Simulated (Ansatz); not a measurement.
Fe3Ge:

```
CELL_PARAMETERS angstrom
0.00000 2.87559 2.87559
2.87559 0.00000 2.87559
2.87559 2.87559 0.00000
ATOMIC_POSITIONS crystal
Ge 0.00000 0.00000 0.00000
Fe 0.75000 0.75000 0.75000
Fe 0.25000 0.25000 0.25000
Fe 0.50000 0.50000 0.50000
```

The cell comes from a database or a generator and needn't be the stable form of this composition.

* Program: Ansatz 0.2.0
* Task: relaxation of cell and atoms
* Functional: PBEsol
* Potentials or basis: Ansatz PAW
* Cutoff: 420 eV (not typed: the program's choice for these potentials)
* k mesh: 8 × 8 × 8
* Occupations: fermi-dirac, width 0.05 eV
* Spin: collinear spin, ferromagnetic start
* Starting moments: [0.0, 3.0, 3.0, 3.0] μB

At the start: volume 11.89 Å³/atom.

Problem. Where does the relaxation end?

Solution. It ends after 6 steps and the volume is 11.15 Å³/atom (-6.2 %); space group Fm-3m (No. 225, to 0.05 Å); moment 5.04 μB per cell.

Step by step:
| step | energy change (eV) | largest force (eV/Å) | volume (Å³) |
| --- | --- | --- | --- |
| 1 | 0.0000 | 0.0000 | 47.56 |
| 2 | -0.1000 | 0.0000 | 45.68 |
| 3 | -0.1150 | 0.0000 | 44.19 |
| 4 | -0.1178 | 0.0000 | 44.60 |
| 5 | -0.1178 | 0.0000 | 44.62 |
| 6 | -0.1164 | 0.0000 | 44.62 |

Final structure:
```yaml
crystal:
  lattice:
    - [0.00000, 2.81506, 2.81506]
    - [2.81506, 0.00000, 2.81506]
    - [2.81506, 2.81506, 0.00000]
  atoms:
    - { symbol: Ge, position: [0.00000, 0.00000, 0.00000] }
    - { symbol: Fe, position: [0.75000, 0.75000, 0.75000] }
    - { symbol: Fe, position: [0.25000, 0.25000, 0.25000] }
    - { symbol: Fe, position: [0.50000, 0.50000, 0.50000] }
```

Caveat: the plane-wave basis is chosen anew once the cell has moved, so the energies of steps on either side of that aren't comparable; the PAW data sets come from PBE, with cores solved anew for the run's functional, which leaves a small shift of forces and pressure.
